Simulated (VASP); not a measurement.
Write the native input for VASP 6.6.1 that does the following.

| Property | Result |
| --- | --- |
| Task | single point |
| Functional | PBEsol |
| Potentials or basis | VASP PAW PBE potentials, release 64 (Pb_d, S) |
| Cutoff | 520 eV |
| k mesh | 15 × 15 × 14 |
| Occupations | gaussian, width 0.15 eV |
| Spin | no spin polarisation |
| Dipole correction | no |
| Further INCAR settings | ALGO = Fast; EDIFF = 1e-07; NBANDS = 17 |

The structure of PbS lies in POSCAR:

```
PbS
1.0
    4.2049605922      0.0000000000      0.0000000000
   -2.1024802961      3.6416026948      0.0000000000
    0.0000000000      0.0000000000      3.5833371164
Pb S
1 1
Direct
    0.0000000000      0.0000000000      0.0000000000
    0.6666666667      0.3333333333      0.5000000000
```

Measurements of this composition are mostly on another form, of space group No. 225.

These files were run (other wordings do the same):

INCAR

```
ALGO = Fast
EDIFF = 1E-7
ENCUT = 520
GGA = PS
ISIF = 2
ISMEAR = 0
LASPH = True
LCHARG = False
LREAL = False
LWAVE = False
NBANDS = 17
NELM = 100
PREC = Accurate
SIGMA = 0.15
```

KPOINTS

```
k-points
0
Gamma
  15 15 14
```

Potentials or basis: VASP PAW PBE potentials, release 64 (Pb_d, S).

The run is started by

```bash
$ cat potpaw_PBE.64/Pb_d/POTCAR potpaw_PBE.64/S/POTCAR > POTCAR
$ mpirun -np 1 vasp_std > vasp.out
```

It gave:

```yaml
Pressure: -1.9 GPa
Band_gap_on_the_k_mesh: none (metal or under the smearing width)
```

Caveat: the PAW data sets were made with another functional, which shifts forces and pressure a little.

It took 4.8 min on 1 thread of Intel(R) Xeon(R) Platinum 8375C CPU @ 2.90GHz (Ice Lake), with other jobs on the host, peak memory 0.31 GiB.
